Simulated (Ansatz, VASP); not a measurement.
**LiF (Griceite) in two plane-wave programs**

One calculation is typed for both programs; each brings its own data sets. How far apart do they land? The cell is taken from a series of runs on this material, whose earlier steps may have relaxed, scaled, displaced or heated it; both programs get it as it stands.

Method: plane waves, with VASP 6.6.1 beside it; zone-centre phonons at LDA, in Ansatz 0.2.0.

### Step 1. The structure

The structure is tetragonal, space group I4/mmm (No. 139). Conventional cell: a = 2.738 Å, b = 2.738 Å, c = 4.064 Å, α = 90.00°, β = 90.00°, γ = 90.00°. Nearest to Li lie 6 F at 1.94 to 2.03 Å. Nearest to F lie 6 Li at 1.94 to 2.03 Å. Farther neighbours and most contacts between anions are not listed.

### Step 2. VASP: zone-centre phonons, LDA

Second derivatives magnify differences that forces hide, and they need a tight electronic threshold.

Lines of VASP's logs that name or quote its potential files are left out, and so is its time.

File INCAR:

```
SYSTEM = LiF
PREC = Accurate
ENCUT = 750
EDIFF = 1E-08
NELM = 120
ISMEAR = 0
SIGMA = 0.01
LREAL = .FALSE.
ALGO = Normal
GGA = CA
NBANDS = 11
LORBIT = 11
LWAVE = .FALSE.
LCHARG = .FALSE.
ISIF = 2
IBRION = 8
LEPSILON = .TRUE.
LASPH = .TRUE.
GGA_COMPAT = .FALSE.
EFERMI = MIDGAP
KPAR = 2
```

File POSCAR:

```
LiF
1.0
    0.0000000000      1.9363107824      2.0317709594
    1.9363107824      0.0000000000      2.0317709594
    1.9363107824      1.9363107824      0.0000000000
Li F
1 1
Direct
    0.0000000000      0.0000000000      0.0000000000
    0.5000000000      0.5000000000      0.5000000000
```

File KPOINTS:

```
Automatic mesh
0
Gamma
12 12 12
0 0 0
```

Potentials, in the order of the species: Li_sv and F (LDA family, release 64).

Command:

```sh
> mpirun -np 2 vasp_std
```

Numbers of over 12 decimals in the logs are rounded to 6 here.

The program printed:

```text
[banner, memory and clock lines left out]
running    2 mpi-ranks, on    1 nodes
 distrk:  each k-point on    1 cores,    2 groups
 distr:  one band on    1 cores,    1 groups

 POSCAR found type information on POSCAR LiF
 POSCAR found :  2 types and       2 ions
 LDA part: xc-table for (Slater(with rela. corr.)+CA(PZ))
 , standard interpolation
 POSCAR, INCAR and KPOINTS ok, starting setup
 FFT: planning ... GRIDC
 FFT: planning ... GRID_SOFT
 FFT: planning ... GRID
 WAVECAR not read
 entering main loop
       N       E                     dE             d eps       ncg     rms          rms(c)
DAV:   1     0.424881464188E+02    0.42488E+02   -0.69728E+03  3634   0.121E+03
DAV:   2    -0.933478489381E+01   -0.51823E+02   -0.50461E+02  4140   0.232E+02
DAV:   3    -0.109663349245E+02   -0.16316E+01   -0.16237E+01  4580   0.366E+01
DAV:   4    -0.109908286176E+02   -0.24494E-01   -0.24491E-01  4473   0.478E+00
DAV:   5    -0.109911061883E+02   -0.27757E-03   -0.27757E-03  4577   0.356E-01    0.423E+00
DAV:   6    -0.105152855164E+02    0.47582E+00   -0.22752E+00  4156   0.100E+01    0.133E+00
DAV:   7    -0.105040891131E+02    0.11196E-01   -0.16830E-02  4858   0.122E+00    0.793E-01
DAV:   8    -0.104986089645E+02    0.54801E-02   -0.92686E-03  5221   0.112E+00    0.974E-02
DAV:   9    -0.104985792522E+02    0.29712E-04   -0.67527E-04  4085   0.261E-01    0.377E-02
DAV:  10    -0.104985930155E+02   -0.13763E-04   -0.33548E-05  4233   0.474E-02    0.563E-03
DAV:  11    -0.104985927079E+02    0.30768E-06   -0.12001E-06  4646   0.127E-02    0.119E-03
DAV:  12    -0.104985927101E+02   -0.22432E-08   -0.25434E-07  5361   0.419E-03    0.702E-04
DAV:  13    -0.104985927004E+02    0.96942E-08   -0.17125E-08  3615   0.123E-03
   1 F= -.10498593E+02 E0= -.10498593E+02  d E =0.000000E+00
 Linear response reoptimize wavefunctions to high precision
DAV:   1    -0.104985927000E+02    0.36232E-09   -0.31083E-09  4575   0.514E-04
DAV:   2    -0.104985927000E+02   -0.10800E-10   -0.26560E-10  2474   0.152E-04
 Linear response G [H, r] |phi>, progress :
  Direction:   1
       N       E                     dE             d eps       ncg     rms
RMM:   1    -0.320336038550E+02   -0.32034E+02    0.33200E+02  5022   0.191E+02
RMM:   2    -0.332180703656E+02   -0.11845E+01   -0.10979E+01  7364   0.258E+01
RMM:   3    -0.334270570269E+02   -0.20899E+00   -0.75626E-01  8005   0.583E+00
RMM:   4    -0.334712491359E+02   -0.44192E-01   -0.10423E-01  8082   0.211E+00
RMM:   5    -0.334784357589E+02   -0.71866E-02   -0.14461E-02  8101   0.788E-01
RMM:   6    -0.334796070988E+02   -0.11713E-02   -0.22901E-03  7932   0.303E-01
RMM:   7    -0.334798164047E+02   -0.20931E-03   -0.40542E-04  7903   0.119E-01
RMM:   8    -0.334798565941E+02   -0.40189E-04   -0.75715E-05  7885   0.488E-02
RMM:   9    -0.334798651129E+02   -0.85188E-05    0.12061E-05  7855   0.205E-02
RMM:  10    -0.334798666629E+02   -0.15500E-05   -0.62372E-05  7880   0.910E-03
RMM:  11    -0.334798670045E+02   -0.34163E-06   -0.82155E-05  7937   0.441E-03
RMM:  12    -0.334798671193E+02   -0.11483E-06   -0.55440E-05  7700   0.242E-03
RMM:  13    -0.334798671126E+02    0.66836E-08   -0.68607E-05  7267   0.155E-03
RMM:  14    -0.334798671074E+02    0.52368E-08   -0.84807E-05  6559   0.119E-03
RMM:  15    -0.334798670810E+02    0.26408E-07   -0.20401E-04  5940   0.103E-03
RMM:  16    -0.334798670807E+02    0.26407E-09   -0.14474E-04  5478   0.946E-04
RMM:  17    -0.334798670815E+02   -0.79907E-09   -0.15127E-04  5149   0.918E-04
RMM:  18    -0.334798670821E+02   -0.61528E-09   -0.10066E-04  4847   0.906E-04
RMM:  19    -0.334798670899E+02   -0.77586E-08   -0.15032E-04  4643   0.900E-04
 Linear response G [H, r] |phi>, progress :
  Direction:   2
       N       E                     dE             d eps       ncg     rms
RMM:   1    -0.330073049582E+02   -0.33007E+02    0.24209E+02  5033   0.166E+02
RMM:   2    -0.338214909617E+02   -0.81419E+00   -0.96109E+00  7202   0.243E+01
RMM:   3    -0.340115792312E+02   -0.19009E+00   -0.71846E-01  7992   0.566E+00
RMM:   4    -0.340540881048E+02   -0.42509E-01   -0.10983E-01  8088   0.210E+00
RMM:   5    -0.340618525558E+02   -0.77645E-02   -0.16889E-02  8102   0.816E-01
RMM:   6    -0.340632133683E+02   -0.13608E-02   -0.27777E-03  7957   0.326E-01
RMM:   7    -0.340634666906E+02   -0.25332E-03   -0.49591E-04  8034   0.132E-01
RMM:   8    -0.340635165239E+02   -0.49833E-04   -0.97679E-05  8027   0.550E-02
RMM:   9    -0.340635269612E+02   -0.10437E-04   -0.69017E-05  8015   0.233E-02
RMM:  10    -0.340635285759E+02   -0.16147E-05   -0.42317E-05  7993   0.104E-02
RMM:  11    -0.340635291080E+02   -0.53219E-06   -0.76217E-05  7988   0.497E-03
RMM:  12    -0.340635291537E+02   -0.45698E-07   -0.27711E-06  7824   0.266E-03
RMM:  13    -0.340635292507E+02   -0.96971E-07   -0.26631E-05  7279   0.166E-03
RMM:  14    -0.340635292570E+02   -0.63288E-08    0.14972E-05  6524   0.125E-03
[...]
RMM:   4    -0.489661321701E-01   -0.19252E-02   -0.95834E-04 12142   0.277E-01    0.164E-02
RMM:   5    -0.492477660325E-01   -0.28163E-03   -0.13387E-04 13418   0.780E-02    0.523E-03
RMM:   6    -0.492589956733E-01   -0.11230E-04   -0.32545E-05 13421   0.284E-02    0.102E-03
RMM:   7    -0.492610501025E-01   -0.20544E-05   -0.47249E-06 13779   0.111E-02    0.219E-04
[...]
dielectric tensor                  component  3 :     0.244    -0.254     2.123
 Linear response DOF=           4
 Linear response progress:
  Degree of freedom:   1/  4
       N       E                     dE             d eps       ncg     rms          rms(c)
RMM:   1    -0.167511858050E+00   -0.16751E+00    0.19917E+00  7952   0.161E+01
RMM:   2    -0.172928136659E+00   -0.54163E-02   -0.16690E-02 10631   0.109E+00    0.611E-02
RMM:   3    -0.172921818506E+00    0.63182E-05   -0.10767E-03 12922   0.237E-01    0.340E-02
RMM:   4    -0.172875059340E+00    0.46759E-04   -0.29078E-04 13025   0.991E-02    0.381E-03
RMM:   5    -0.172901934889E+00   -0.26876E-04   -0.93428E-05 13502   0.451E-02    0.998E-04
RMM:   6    -0.172916855077E+00   -0.14920E-04   -0.37120E-05 13560   0.214E-02    0.651E-04
RMM:   7    -0.172929764149E+00   -0.12909E-04   -0.42719E-05 13476   0.112E-02    0.239E-04
RMM:   8    -0.172937415112E+00   -0.76510E-05   -0.74591E-05 13703   0.677E-03    0.301E-05
RMM:   9    -0.172937829646E+00   -0.41453E-06   -0.59773E-05 14127   0.442E-03    0.387E-05
RMM:  10    -0.172938812840E+00   -0.98319E-06   -0.39421E-05 13770   0.305E-03    0.230E-05
RMM:  11    -0.172939514392E+00   -0.70155E-06   -0.23347E-05 13625   0.220E-03    0.140E-05
RMM:  12    -0.172940077160E+00   -0.56277E-06   -0.16358E-05 13587   0.167E-03    0.360E-06
RMM:  13    -0.172939992574E+00    0.84586E-07   -0.10781E-05 14437   0.130E-03    0.106E-05
RMM:  14    -0.172939878519E+00    0.11405E-06   -0.78081E-06 13864   0.105E-03    0.214E-05
RMM:  15    -0.172940097332E+00   -0.21881E-06   -0.55840E-06 12699   0.854E-04    0.183E-05
RMM:  16    -0.172940188844E+00   -0.91512E-07   -0.40997E-06 13585   0.704E-04    0.182E-05
RMM:  17    -0.172940272453E+00   -0.83609E-07   -0.30265E-06 13145   0.587E-04    0.182E-05
 first order change of Fermi-energy   0.42786E-04
 force on displaced ion       1 direction 1 :  -2.671   0.000   0.000
 Born effective charge ion    1 direction 1 :   1.040   0.000   0.000
 Linear response progress:
  Degree of freedom:   2/  4
       N       E                     dE             d eps       ncg     rms          rms(c)
RMM:   1    -0.170924987549E+00   -0.17092E+00    0.12957E+00  4728   0.142E+01
RMM:   2    -0.176021737454E+00   -0.50967E-02   -0.15671E-02  6203   0.103E+00    0.611E-02
RMM:   3    -0.176004815310E+00    0.16922E-04   -0.84031E-04  7374   0.206E-01    0.345E-02
RMM:   4    -0.175952316793E+00    0.52499E-04   -0.20053E-04  7437   0.792E-02    0.310E-03
RMM:   5    -0.175975954135E+00   -0.23637E-04   -0.57464E-05  7746   0.346E-02    0.102E-03
RMM:   6    -0.175988551161E+00   -0.12597E-04   -0.18359E-05  7708   0.157E-02    0.626E-04
RMM:   7    -0.176000953233E+00   -0.12402E-04   -0.15290E-05  7631   0.806E-03    0.138E-04
RMM:   8    -0.176004404419E+00   -0.34512E-05   -0.39840E-05  7961   0.449E-03    0.421E-05
RMM:   9    -0.176005721000E+00   -0.13166E-05   -0.33600E-05  7961   0.291E-03    0.882E-06
RMM:  10    -0.176006138825E+00   -0.41782E-06   -0.26055E-05  8188   0.207E-03    0.910E-06
RMM:  11    -0.176006578167E+00   -0.43934E-06   -0.19659E-05  8115   0.153E-03    0.695E-06
RMM:  12    -0.176006646485E+00   -0.68318E-07   -0.13971E-05  8415   0.114E-03    0.949E-06
RMM:  13    -0.176006851556E+00   -0.20507E-06   -0.95128E-06  7817   0.864E-04    0.815E-06
 first order change of Fermi-energy   0.64740E-04
 force on displaced ion       1 direction 3 :   0.000   0.000  -0.876
 Born effective charge ion    1 direction 3 :   0.000   0.000   1.040
 Linear response progress:
  Degree of freedom:   3/  4
       N       E                     dE             d eps       ncg     rms          rms(c)
RMM:   1    -0.514773583618E+00   -0.51477E+00    0.49879E-01 11862   0.480E+00
RMM:   2    -0.507805376208E+00    0.69682E-02   -0.70245E-03 11291   0.761E-01    0.920E-02
RMM:   3    -0.509381839148E+00   -0.15765E-02   -0.82158E-04 12108   0.213E-01    0.499E-02
RMM:   4    -0.511341825849E+00   -0.19600E-02   -0.26136E-04 11625   0.123E-01    0.102E-02
RMM:   5    -0.511530691462E+00   -0.18887E-03   -0.26587E-05 13086   0.378E-02    0.278E-03
RMM:   6    -0.511425275116E+00    0.10542E-03   -0.40070E-06 12505   0.140E-02    0.724E-04
RMM:   7    -0.511419694152E+00    0.55810E-05   -0.57415E-07 13374   0.508E-03    0.123E-04
RMM:   8    -0.511417189593E+00    0.25046E-05   -0.10049E-07 13415   0.199E-03    0.451E-05
RMM:   9    -0.511416000682E+00    0.11889E-05   -0.28784E-08 13619   0.827E-04    0.119E-05
RMM:  10    -0.511415623562E+00    0.37712E-06    0.29096E-09 13793   0.374E-04    0.228E-06
RMM:  11    -0.511415626162E+00   -0.25995E-08    0.24026E-08 14010   0.198E-04    0.153E-06
 first order change of Fermi-energy   0.22633E-03
 force on displaced ion       2 direction 1 :  -2.665   0.000   0.000
 Born effective charge ion    2 direction 1 :  -1.040   0.000   0.000
 Linear response progress:
  Degree of freedom:   4/  4
       N       E                     dE             d eps       ncg     rms          rms(c)
RMM:   1    -0.513627519496E+00   -0.51363E+00    0.51105E-01  6701   0.474E+00
RMM:   2    -0.507880544123E+00    0.57470E-02   -0.74199E-03  6387   0.759E-01    0.889E-02
RMM:   3    -0.509419173674E+00   -0.15386E-02   -0.82443E-04  6944   0.215E-01    0.480E-02
RMM:   4    -0.511329034245E+00   -0.19099E-02   -0.24790E-04  6725   0.116E-01    0.101E-02
RMM:   5    -0.511529440982E+00   -0.20041E-03   -0.23793E-05  7528   0.352E-02    0.281E-03
RMM:   6    -0.511419585223E+00    0.10986E-03   -0.35286E-06  7137   0.131E-02    0.725E-04
RMM:   7    -0.511409608144E+00    0.99771E-05   -0.48942E-07  7606   0.466E-03    0.949E-05
RMM:   8    -0.511409894178E+00   -0.28603E-06   -0.84113E-08  7724   0.180E-03    0.405E-05
RMM:   9    -0.511408709481E+00    0.11847E-05   -0.27284E-08  7797   0.749E-04    0.748E-06
RMM:  10    -0.511408438877E+00    0.27060E-06   -0.13044E-08  7951   0.334E-04    0.194E-06
RMM:  11    -0.511408460220E+00   -0.21343E-07    0.10181E-08  8012   0.174E-04    0.147E-06
RMM:  12    -0.511408432461E+00    0.27759E-07    0.56921E-08  7984   0.111E-04    0.327E-07
RMM:  13    -0.511408445053E+00   -0.12592E-07    0.28864E-09  7477   0.847E-05    0.573E-07
RMM:  14    -0.511408445209E+00   -0.15609E-09   -0.22908E-08  6830   0.745E-05    0.612E-07
 first order change of Fermi-energy   0.10998E-02
 force on displaced ion       2 direction 3 :   0.000   0.000  -0.859
 Born effective charge ion    2 direction 3 :   0.000   0.000  -1.039
 Born effective charges drift removed
 Linear response finished
```

Parts of OUTCAR (step 2):

```text
ion  position               nearest neighbor table
   1  0.000  0.000  0.000-   2 1.94   2 1.94   2 1.94   2 1.94   2 2.03   2 2.03
   2  0.500  0.500  0.500-   1 1.94   1 1.94   1 1.94   1 1.94   1 2.03   1 2.03

  LATTYP: Found a body centered tetragonal cell.
 ALAT       =     2.7383569694
 C/A-ratio  =     1.4839343315

 Subroutine GETGRP returns: Found 16 space group operations
 (whereof 16 operations were pure point group operations)

The static configuration has the point symmetry D_4h.

 Found    163 irreducible k-points:

   k-points           NKPTS =    163   k-points in BZ     NKDIM =    163   number of bands    NBANDS=     11

   dimension x,y,z NGX =    28 NGY =   28 NGZ =   24
   dimension x,y,z NGXF=    56 NGYF=   56 NGZF=   48

   ENCUT  =  750.0 eV  55.12 Ry    7.42 a.u.   6.27  6.27  6.11*2*pi/ulx,y,z

   NELECT =      10.0000    total number of electrons

 k-points in reciprocal lattice and weights: Automatic mesh
   0.00000000  0.00000000  0.00000000       0.001
   0.08333333  0.00000000  0.00000000       0.005
   0.16666667  0.00000000  0.00000000       0.005
   0.25000000  0.00000000  0.00000000       0.005
   0.33333333  0.00000000  0.00000000       0.005
   0.41666667  0.00000000  0.00000000       0.005
   0.50000000  0.00000000  0.00000000       0.002
   0.08333333  0.08333333  0.00000000       0.001
   0.16666667  0.08333333  0.00000000       0.005
[...]
-0.33333333  0.16666667  0.50000000       0.002
  -0.25000000  0.25000000  0.50000000       0.001

 average (electrostatic) potential at core
       1 -63.1551       2 -76.2804

  Total       -0.0381488     -0.0381488     -0.4493930      0.0000000      0.0000000      0.0000000
  in kB       -4.0117743     -4.0117743    -47.2587214      0.0000000      0.0000000      0.0000000
  external PRESSURE =     -18.4274234 kB  Pullay stress =       0.0000000 kB

  energy-cutoff  :      750.00
  volume of cell :       15.24
      direct lattice vectors                 reciprocal lattice vectors
     0.000000000  1.936310782  2.031770959    -0.258223011  0.258223011  0.246090731
     1.936310782  0.000000000  2.031770959     0.258223011 -0.258223011  0.246090731
     1.936310782  1.936310782  0.000000000     0.258223011  0.258223011 -0.246090731

 POSITION                                       TOTAL-FORCE (eV/Angst)
 -----------------------------------------------------------------------------------
      0.00000      0.00000      0.00000        -0.000000      0.000000     -0.000000
      1.93631      1.93631      2.03177         0.000000     -0.000000      0.000000
 -----------------------------------------------------------------------------------
    total drift:                                0.000000      0.000000      0.000000

 MACROSCOPIC STATIC DIELECTRIC TENSOR (including local field effects in DFT)
 ------------------------------------------------------
           2.095205     0.000000    -0.000000
           0.000000     2.095205    -0.000000
           0.000000    -0.000000     2.123273
 ------------------------------------------------------

 PIEZOELECTRIC TENSOR (including local field effects)  for field in x, y, z        (C/m^2)
          XX          YY          ZZ          XY          YZ          ZX
  --------------------------------------------------------------------------------
  x     0.00000     0.00000     0.00000     0.00000     0.00000     0.00000
  y     0.00000     0.00000     0.00000     0.00000     0.00000     0.00000
  z     0.00000     0.00000     0.00000     0.00000     0.00000     0.00000

 BORN EFFECTIVE CHARGES (including local field effects) (in |e|, cummulative output)
 ---------------------------------------------------------------------------------
 ion    1
    1     1.04012     0.00000     0.00000
    2     0.00000     1.04012     0.00000
    3     0.00000     0.00000     1.03949
 ion    2
    1    -1.04012     0.00000     0.00000
    2     0.00000    -1.04012     0.00000
    3     0.00000     0.00000    -1.03949

 Eigenvectors and eigenvalues of the dynamical matrix
 ----------------------------------------------------

   1 f  =   11.287096 THz    70.918918 2PiTHz  376.497008 cm-1    46.679659 meV
             X         Y         Z           dx          dy          dz
      0.000000  0.000000  0.000000     0.000000    0.854898   -0.000000
      1.936311  1.936311  2.031771     0.000000   -0.518797    0.000000

   2 f  =   11.287096 THz    70.918918 2PiTHz  376.497008 cm-1    46.679659 meV
             X         Y         Z           dx          dy          dz
      0.000000  0.000000  0.000000     0.854898   -0.000000    0.000000
      1.936311  1.936311  2.031771    -0.518797    0.000000    0.000000

   3 f  =    6.447983 THz    40.513870 2PiTHz  215.081550 cm-1    26.666702 meV
             X         Y         Z           dx          dy          dz
      0.000000  0.000000  0.000000     0.000000   -0.000000   -0.856844
      1.936311  1.936311  2.031771     0.000000   -0.000000    0.515575

   4 f/i=    0.004862 THz     0.030552 2PiTHz    0.162193 cm-1     0.020109 meV
             X         Y         Z           dx          dy          dz
      0.000000  0.000000  0.000000    -0.134031    0.501185    0.000000
      1.936311  1.936311  2.031771    -0.220862    0.825875    0.000000

   5 f/i=    0.004862 THz     0.030552 2PiTHz    0.162193 cm-1     0.020109 meV
             X         Y         Z           dx          dy          dz
      0.000000  0.000000  0.000000    -0.501185   -0.134031   -0.000000
      1.936311  1.936311  2.031771    -0.825875   -0.220862   -0.000000

   6 f/i=    0.027050 THz     0.169957 2PiTHz    0.902276 cm-1     0.111868 meV
             X         Y         Z           dx          dy          dz
      0.000000  0.000000  0.000000    -0.000000   -0.000000    0.515575
      1.936311  1.936311  2.031771    -0.000000   -0.000000    0.856844

 MACROSCOPIC STATIC DIELECTRIC TENSOR IONIC CONTRIBUTION
 ------------------------------------------------------
           4.816033    -0.000000     0.000000
          -0.000000     4.816033     0.000000
           0.000000     0.000000    14.796902
 ------------------------------------------------------

 ELASTIC MODULI CONTR FROM IONIC RELAXATION (kBar)
 Direction    XX          YY          ZZ          XY          YZ          ZX
 --------------------------------------------------------------------------------
 XX           0.0000      0.0000      0.0000      0.0000      0.0000      0.0000
 YY           0.0000      0.0000      0.0000      0.0000      0.0000      0.0000
 ZZ           0.0000      0.0000      0.0000      0.0000      0.0000      0.0000
 XY           0.0000      0.0000      0.0000      0.0000      0.0000      0.0000
 YZ           0.0000      0.0000      0.0000      0.0000      0.0000      0.0000
 ZX           0.0000      0.0000      0.0000      0.0000      0.0000      0.0000
 --------------------------------------------------------------------------------

 PIEZOELECTRIC TENSOR IONIC CONTR  for field in x, y, z        (C/m^2)
          XX          YY          ZZ          XY          YZ          ZX
  --------------------------------------------------------------------------------
  x     0.00000     0.00000     0.00000     0.00000     0.00000     0.00000
  y     0.00000     0.00000     0.00000     0.00000     0.00000     0.00000
  z     0.00000     0.00000     0.00000     0.00000     0.00000     0.00000
```

(Part 1 of 2 ends here.)

[Lines on the potential files, build, host, timing and source positions are cut from VASP's logs without a mark.]

[Logs are printed without paths, hosts, clocks, repeated set-up lines and the standing remarks that a program may print on its own settings, such as how far it seeks lower states.]

[Hosts, paths, dates, database ids (printed as entryN), source tags and the programs' standing remarks are cut or masked in the printed files.]
